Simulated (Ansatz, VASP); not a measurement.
# SnO in VASP and in Ansatz

INCAR

```
PREC = Accurate ; ENCUT = 520
EDIFF = 1E-6 ; ISMEAR = 0
SIGMA = 0.15 ; LREAL = False
LASPH = True ; NELM = 100
ALGO = Normal ; ISIF = 2
LWAVE = False ; LCHARG = False
NBANDS = 28
```

KPOINTS

```
regular mesh
0
Gamma
  12 12 10
```

The input POSCAR:

```
SnO
1.0
    3.7657594054      0.0000000000      0.0000000000
    0.0000000000      3.7657594054      0.0000000000
    0.0000000000      0.0000000000      4.6562290729
Sn O
2 2
Direct
    0.0000000000      0.5000000000      0.2455950842
    0.5000000000      0.0000000000      0.7544049158
    0.0000000000      0.0000000000      0.0000000000
    0.5000000000      0.5000000000      0.0000000000
```

Input for Ansatz:

```yaml
crystal:
  lattice:
    - [3.7657594054, 0.0, 0.0]
    - [0.0, 3.7657594054, 0.0]
    - [0.0, 0.0, 4.6562290729]
  atoms:
    - { symbol: Sn, position: [0.0, 0.5, 0.2455950842] }
    - { symbol: Sn, position: [0.5, 0.0, 0.7544049158] }
    - { symbol: O, position: [0.0, 0.0, 0.0] }
    - { symbol: O, position: [0.5, 0.5, 0.0] }
basis:
  ecutwfc: 520.0
kpoints:
  mp_grid: { grid: [12, 12, 10] }
hamiltonian:
  xc: lda
  pseudopotentials: { kind: paw, azcp: { folder: soft_1 } }
scf:
  occupations: { method: gaussian, width: 0.15 }
output:
  forces: true
  stress: true
  eigenvalues: true
```

Alike in both runs: task single point; functional LDA; k mesh 12 × 12 × 10; occupations gaussian, width 0.15 eV; no spin polarisation.

```csv
,VASP,Ansatz
version,VASP 6.6.1,Ansatz 0.2.0
potentials or method,"VASP PAW LDA potentials, release 64 (Sn_d, O)","scalar-relativistic, plane waves, PAW"
plane-wave cutoff (eV),520,520
valence electrons in the cell,40,40
```

|  | VASP | Ansatz | Ansatz less VASP |
| --- | --- | --- | --- |
| gap on the k mesh at the Fermi level (eV) | none | none | - |
| pressure (GPa) | 0.5 | 0.0 | -0.52 |
| rms of the force components (eV/Å) | 0.060 | 0.002 | -0.0576 |

Atom by atom the forces differ by 0.058 eV/Å (rms over components). A gap of «none» marks a metal or a gap that the smearing closes. Ansatz warned: «pseudo_functional_mismatch».
